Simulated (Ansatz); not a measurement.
WSe$_{2}$: generalised stacking fault

Computed with Ansatz, DFT PBEsol, scalar-relativistic, plane waves, PAW. The runs took a 420 eV cutoff, a Γ-centred 9×9×2 mesh and Gaussian smearing (0.05 eV). Spin–orbit coupling is left out, which matters for the heavy elements here. No spin polarisation. Energies are free energies at this smearing, counted from the undisturbed cell; pressure is positive in compression.

Zero of the scan (relaxed at this level):

```
CELL_PARAMETERS angstrom
-3.27115 0.00000 0.00000
-1.63558 -2.83290 0.00000
0.00000 0.00000 13.22067
ATOMIC_POSITIONS crystal
W 0.33333 0.33333 0.75000
W 0.66667 0.66667 0.25000
Se 0.33333 0.33333 0.12339
Se 0.66667 0.66667 0.62339
Se 0.33333 0.33333 0.37661
Se 0.66667 0.66667 0.87661
```

The cell holds layers and no dispersion correction was added, so their binding is poorly described.

The cut lies on the cell's a–b face, a (0 0 1) plane (indices in the standard cell, whose axes needn't be the Cartesian ones shown) of area 9.27 Å², between layers 3.26 Å apart. Vector c is tilted by f times 1·a + 0·b (length 3.271 Å) with the atoms' Cartesian places fixed: one unrelaxed fault a cell.

```tsv
f	γ (mJ/m²)	shear traction, the slope of γ along the slip (GPa)	gap on the mesh (eV)
0.0000	0	0.0	1.14
0.1000	11	0.6	1.13
0.2000	39	1.0	1.12
0.3000	?	1.1	?
0.4000	105	0.7	1.11
0.5000	117	0.0	1.12
```

By symmetry 0.6000 repeats 0.4000, 0.8000 repeats 0.2000, 0.7000 repeats 0.3000, 0.9000 repeats 0.1000 in energy; the slope of the energy along the path changes sign there.

(1) Give the withheld values.

Results:

(1) γ (mJ/m²) at f = 0.3000: 75; gap on the mesh (eV) at f = 0.3000: 1.11.

Cost: 6 runs of about 2.9 core-minutes in all, on AMD EPYC 7R43 (Zen 3) (shared hosts).